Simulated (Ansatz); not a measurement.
# Cu3N: LAPW beside PAW

The same cell of Cu3N is computed with LAPW, all electrons, PAW on the default files and all-electron PAW on datasets made for the crystal, to set the results side by side.

Computed with Ansatz 0.2.0 (DFT PBEsol, scalar-relativistic, unless a step's input says otherwise).

### 1 The starting structure

It takes space group Pm-3m (No. 221, cubic). The conventional cell has a = 3.814 Å, b = 3.814 Å, c = 3.814 Å, α = 90.00°, β = 90.00°, γ = 90.00°. Cu (site symmetry 4/mmm) has 2 N at 1.91 Å in its first shell of neighbours. Around N (site symmetry m-3m) lie 6 Cu at 1.91 Å.

Coordinates:

```
Cu N
1.0
     3.81400    0.00000    0.00000
     0.00000    3.81400    0.00000
     0.00000    0.00000    3.81400
Cu N
3 1
Direct
  0.50000 0.00000 0.00000
  0.00000 0.50000 0.00000
  0.00000 0.00000 0.50000
  0.00000 0.00000 0.00000
```

The cell is a deposited one (Crystallography Open Database entry 1536894); the temperature and pressure of the measurement aren't taken into account, and nothing was relaxed.

Atoms are numbered in the order of the input: Cu1, Cu2, Cu3, N4.

### 2 LAPW, all electrons

Contents of input.yaml:

```yaml
crystal:
  lattice:
    - [3.814, 0.0, 0.0]
    - [0.0, 3.814, 0.0]
    - [0.0, 0.0, 3.814]
  atoms:
    - { symbol: Cu, position: [0.5, 0.0, 0.0] }
    - { symbol: Cu, position: [0.0, 0.5, 0.0] }
    - { symbol: Cu, position: [0.0, 0.0, 0.5] }
    - { symbol: "N", position: [0.0, 0.0, 0.0] }
kpoints:
  mp_grid: { grid: [10, 10, 10] }
  band_path:
    path:
      - [0.0, 0.0, 0.0]
      - [0.0, 0.5, 0.0]
      - [0.5, 0.5, 0.0]
      - [0.0, 0.0, 0.0]
      - [0.5, 0.5, 0.5]
      - [0.0, 0.5, 0.0]
      - [0.5, 0.5, 0.5]
      - [0.5, 0.5, 0.0]
    npoints: 14
scf:
  occupations: { method: fermi_dirac, width: 0.08 }
hamiltonian:
  xc: pbesol
  pseudopotentials: { kind: all_electron, lapw: { basis_error: 0.001 } }
output:
  forces: true
  stress: true
  eigenvalues: true
  populations: true
  dos: { projected: true, de: 0.2, e_range: [-14, 8] }
```

On the command line:

```sh
ansatz run input.yaml --threads 1 --pin off --max-ram 4096MiB --backend cpu --events-out ev --progress --plain --runs-dir out
```

Output:

```text
Cu: projections on atomic orbitals take those of the free atom 1s2 2s2 2p6 3s2 3p6 3d10 4s1, of charge +0.00 (hamiltonian.pseudopotentials.projection_atoms)
N: projections on atomic orbitals take those of the free atom 1s2 2s2 2p3, of charge +0.00 (hamiltonian.pseudopotentials.projection_atoms)
LAPW: plane waves up to 10.777 Å⁻¹, error target 1.0e-3 eV per atom; small_component_spin mean_spin; N in spheres of 0.835 Å, 7 of its electrons in bands, Dirac shells []; Cu in spheres of 1.072 Å, 19 of its electrons in bands, Dirac shells []
Engine: ansatz 0.2.0
Pseudopotentials: kind: all_electron
Pseudopotential: Cu, LAPW, valence charge 19, Koelling and Harmon's equation, gaussian nucleus
Pseudopotential: N, LAPW, valence charge 7, Koelling and Harmon's equation, gaussian nucleus
Functional definition: PBEsol
  exchange = pbesol_x
  correlation = pbesol_c
Crystal: 4 atoms, lattice volume = 55.481 Å³
Basis set: ecut = 442.5265946132289 eV, 1189 PW (Γ), exchange–correlation at level 2
Bands: 39, of which v1, the nominal top of the filled ones, is band 32 counted from 1 (31 counted from 0)
Symmetry: 48 space group operations
Space group: Pm-3m (ITA 221), of the structure as read, at distance tolerance 3.8e-5 Å
k-points: 56 of 1000
Non-local potential: Cu, projectors of the file, none
Non-local potential: N, projectors of the file, none
Initial density: superposition of atomic densities (chi_scale 0.1, normalization cell, long waves kept (reshape's long-wave potential 0.01 eV rms))
Initial wavefunctions: plane waves of lowest kinetic energy (no species holds an atomic orbital)
Functional: x = pbesol(κ = 0.804, μ = 0.12345679012345678), c = pbesol(β = 0.046)
iter 1 solved again at ethr=1.33e-2 eV; its pass at ethr=1.00e-1 eV (dr2=8.53e0 eV) is discarded
SCF iter   1: F=—  HF=-136481.862587 eV  |F-HF|=—  |Δ(HF+E_count)|=         —  Δρ=1.20e-1  dr2=8.54e0  ethr=1.33e-2  ⟨swp⟩=2.0  Hψ=13856  notcnv=0
preconditioner: auto → Kerker (q_TF=auto, 2.794 Å⁻¹)  [metal: Δε(μ)=0.164 eV  Ē_g=8.863 eV  σ=0.080 eV  W_gap=0.47  n_scr=18 (ndim 8)  ℏωp=30.7 eV  f_vac=0.140  D(μ)=0.42/eV (n_scr^D=0)]
SCF iter   2: F=—  HF=-136483.614533 eV  |F-HF|=—  |Δ(HF+E_count)|=    1.75e0  Δρ=5.63e-2  dr2=1.74e0  ethr=1.33e-2  ⟨swp⟩=3.0  Hψ=7135  notcnv=0
preconditioner: auto → Resta (q_TF=auto, 2.794 Å⁻¹)  ε∞=8.1  [insulator: Δε(μ)=1.357 eV  Ē_g=11.554 eV  σ=0.080 eV  W_gap=1.00  n_scr=18 (ndim 8)  ℏωp=30.7 eV  f_vac=0.128  D(μ)=0.00/eV (n_scr^D=0)  ε∞_Penn≈8.1]
SCF iter   3: F=—  HF=-136477.363556 eV  |F-HF|=—  |Δ(HF+E_count)|=    6.25e0  Δρ=1.90e-2  dr2=3.98e-1  ethr=2.73e-3  ⟨swp⟩=3.0  Hψ=7242  notcnv=0
SCF iter   4: F=—  HF=-136477.210941 eV  |F-HF|=—  |Δ(HF+E_count)|=         —  Δρ=1.35e-2  dr2=1.49e-1  ethr=6.21e-4  ⟨swp⟩=2.0  Hψ=6540  notcnv=0
the basis was enlarged: its passes take 634.9 KiB over the memory plan, 1 of 1 planned eigensolver slots
SCF iter   5: F=—  HF=-136477.181369 eV  |F-HF|=—  |Δ(HF+E_count)|=   2.96e-2  Δρ=5.47e-3  dr2=1.52e-2  ethr=2.33e-4  ⟨swp⟩=2.3  Hψ=6619  notcnv=0
SCF iter   6: F=—  HF=-136477.168653 eV  |F-HF|=—  |Δ(HF+E_count)|=   1.27e-2  Δρ=2.68e-3  dr2=3.73e-3  ethr=2.37e-5  ⟨swp⟩=2.0  Hψ=6184  notcnv=0
iter 7 solved again at ethr=2.89e-7 eV; its pass at ethr=5.83e-6 eV (dr2=1.85e-4 eV) is discarded
SCF iter   7: F=—  HF=-136477.165705 eV  |F-HF|=—  |Δ(HF+E_count)|=   2.95e-3  Δρ=4.04e-4  dr2=1.86e-4  ethr=2.89e-7  ⟨swp⟩=2.0  Hψ=10661  notcnv=0
SCF iter   8: F=—  HF=-136477.165652 eV  |F-HF|=—  |Δ(HF+E_count)|=   5.34e-5  Δρ=1.53e-4  dr2=1.94e-5  ethr=2.89e-7  ⟨swp⟩=2.2  Hψ=6250  notcnv=0
SCF iter   9: F=—  HF=-136477.165650 eV  |F-HF|=—  |Δ(HF+E_count)|=   1.12e-6  Δρ=5.19e-5  dr2=2.27e-6  ethr=3.03e-8  ⟨swp⟩=2.1  Hψ=6197  notcnv=0
SCF iter  10: F=—  HF=-136477.165650 eV  |F-HF|=—  |Δ(HF+E_count)|=   1.09e-7  Δρ=1.65e-5  dr2=1.56e-7  ethr=3.55e-9  ⟨swp⟩=2.9  Hψ=6339  notcnv=0
SCF iter  11: F=-136477.165650 eV  HF=-136477.165650 eV  |F-HF|=2.47e-9  |Δ(HF+E_count)|=   4.68e-8  Δρ=3.15e-6  dr2=6.51e-9  ethr=2.44e-10  ⟨swp⟩=3.0  Hψ=6359  notcnv=0
SCF 1 converged in 11 iterations: F = -136477.165650 eV  dr2 = 6.51e-9
NSCF: frozen V_eff on 99 k-points
SCF converged after 11 iterations
Free energy (F): -136477.165650 eV
Harris-Foulkes:  -136477.165650 eV  (|F-HF|=2.47e-9)
Internal energy: -136477.162051 eV  (E = F + TS)
E sigma→0 (E₀):  -136477.163851 eV
Entropy (-TS):   -0.003599 eV (-0.900 meV/atom)
Fermi energy:    11.047491 eV
--- Per-component energies (eV) ---
  E_band       = -2131.691116
  E_kinetic    = 138773.080317
  E_xc         = -5590.244675
  E_electrostatic = -269659.997693  (all electrons and nuclei)
  E_smearing   = -0.003599  (= −TS)
  E_closure    = 0.000000  (closes the sum)
  E_atoms      = -136456.671702  (free atoms, spherical and without spin; not in F)
  Σ components = -136477.165650   (vs F -136477.165650, Δ=0.00e0)
  Basis errors (estimates in eV, not in F): energy 4.7e-4 per atom: plane waves 4.2e-4 (2.4e-4 summed), levels above the bands 3.2e-51, relativity 6.5e-8, radial functions 4.9e-5, core shells 7.0e-9; eigenvalues (radial functions only) 1.6e-6; not estimated: angular momenta, meshes, grids; target (lapw.basis_error) 1.0e-3; muffin-tin radii N 0.835 Å, Cu 1.072 Å
--- Forces (eV/Å), atoms counted from 1 ---
  atom   1  Cu    -0.00000000     0.00000000     0.00000000
  atom   2  Cu    -0.00000000     0.00000000     0.00000000
  atom   3  Cu    -0.00000000    -0.00000000    -0.00000000
  atom   4  N      0.00000000    -0.00000000     0.00000000
  max |Σ_I F_I| component: 3.62e-30 eV/Å
--- Stress (GPa, compression-positive) ---
       -4.827278      -0.000000       0.000000
       -0.000000      -4.827278       0.000000
        0.000000       0.000000      -4.827278
  P = ⅓ Tr σ = -4.8273 GPa (-48.273 kbar)
--- Band table (eV; the first three rows and the last of 56) ---
  k-point 0: bands = ["-365.3669", "-101.3335", "-101.3268", "-101.3268", "-59.0566", "-59.0566", "-59.0566", "-58.7806", "-58.7806", "-58.7806", "-58.7771", "-58.7771", "-58.7771", "-5.9275", "5.6375", "6.0781", "6.0781", "6.0781", "7.0502", "7.0502", "7.0502", "7.4684", "7.4684", "8.3657", "8.3657", "8.5916", "8.5916", "8.5916", "9.1264", "9.1264", "9.1264", "9.1602", "11.9227", "16.1419", "16.1419", "17.4601", "17.4601", "17.4601", "23.0877"]
  k-point 1: bands = ["-365.3669", "-101.3334", "-101.3269", "-101.3268", "-59.0565", "-59.0565", "-59.0565", "-58.7808", "-58.7806", "-58.7806", "-58.7772", "-58.7772", "-58.7771", "-5.8899", "5.4725", "5.9428", "5.9679", "5.9679", "7.0607", "7.1600", "7.1600", "7.4765", "7.5111", "8.3667", "8.5232", "8.5805", "8.5925", "8.5925", "9.1264", "9.1352", "9.1533", "9.1533", "12.0386", "15.6271", "16.2017", "17.5084", "17.5084", "18.0436", "22.4772"]
  k-point 2: bands = ["-365.3669", "-101.3329", "-101.3273", "-101.3268", "-59.0563", "-59.0563", "-59.0561", "-58.7813", "-58.7804", "-58.7804", "-58.7775", "-58.7775", "-58.7771", "-5.7883", "4.7866", "5.7521", "5.7521", "6.0829", "7.0893", "7.3669", "7.3669", "7.4817", "7.6314", "8.3688", "8.5509", "8.5951", "8.5951", "8.7006", "9.0621", "9.1265", "9.2347", "9.2347", "12.2977", "14.8990", "16.3866", "17.6411", "17.6411", "19.0911", "21.2561"]
  k-point 55: bands = ["-365.3669", "-101.3290", "-101.3290", "-101.3290", "-59.0933", "-59.0361", "-59.0361", "-58.7961", "-58.7961", "-58.7961", "-58.7635", "-58.7635", "-58.7635", "-4.5954", "3.0903", "3.0903", "3.0903", "7.3140", "7.9241", "7.9241", "7.9241", "7.9587", "7.9587", "7.9587", "8.7842", "8.7842", "9.0811", "9.0811", "9.0811", "10.9336", "10.9336", "10.9336", "11.6670", "11.6670", "11.6670", "16.9880", "18.8956", "18.8956", "18.8956"]
--- Löwdin populations: 4 sites ---
  site symbol       q [e]
     0     Cu     28.4799
     1     Cu     28.4799
     2     Cu     28.4799
     3      N      8.2211
  spilling = 0.003609 (of n_electrons = 94.000000)
```

It took 2 min on 1 thread of Arm Neoverse V1, shared host; peak memory 0.63 GiB.

This run gives: pressure -4.83 GPa; gap 0.14 eV, indirect from R to M.

Levels at the path's labelled points, in eV from the valence-band top:

```
point  band 29  band 30  band 31  band 32  band 33  band 34  band 35
    Γ    -1.81    -1.81    -1.81    -1.77     0.99     5.21     5.21
    X    -2.17    -1.81    -1.41    -1.41     1.53     3.30     6.67
    M    -2.13    -1.07    -1.07    -0.69     0.14     3.48     4.79
    Γ    -1.81    -1.81    -1.81    -1.77     0.99     5.21     5.21
    R    -1.85     0.00     0.00     0.00     0.73     0.73     0.73
    X    -2.17    -1.81    -1.41    -1.41     1.53     3.30     6.67
    R    -1.85     0.00     0.00     0.00     0.73     0.73     0.73
    M    -2.13    -1.07    -1.07    -0.69     0.14     3.48     4.79
```

States per cell, counted by energy window (eV from the valence-band top, on a grid of 0.20 eV):

```
from  to  total  Cu 3d  N 2p  Cu 4s
  -8  -7   2.56   0.74  1.41   0.38
  -7  -6   2.05   0.60  1.22   0.16
  -6  -5   1.38   0.39  0.90   0.05
  -5  -4   0.64   0.35  0.04   0.24
  -4  -3   9.59   8.89  0.10   0.53
  -3  -2  13.44  13.06  0.08   0.19
  -2  -1   4.84   3.95  0.47   0.32
  -1   0   1.50   0.93  0.37   0.16
   0   1   0.17   0.01  0.01   0.00
   1   2   1.06   0.21  0.10   0.15
   2   3   1.58   0.26  0.25   0.33
   3   4   1.70   0.17  0.26   0.57
   4   5   1.36   0.08  0.20   0.59
```

(Part 1 of 2 ends here.)
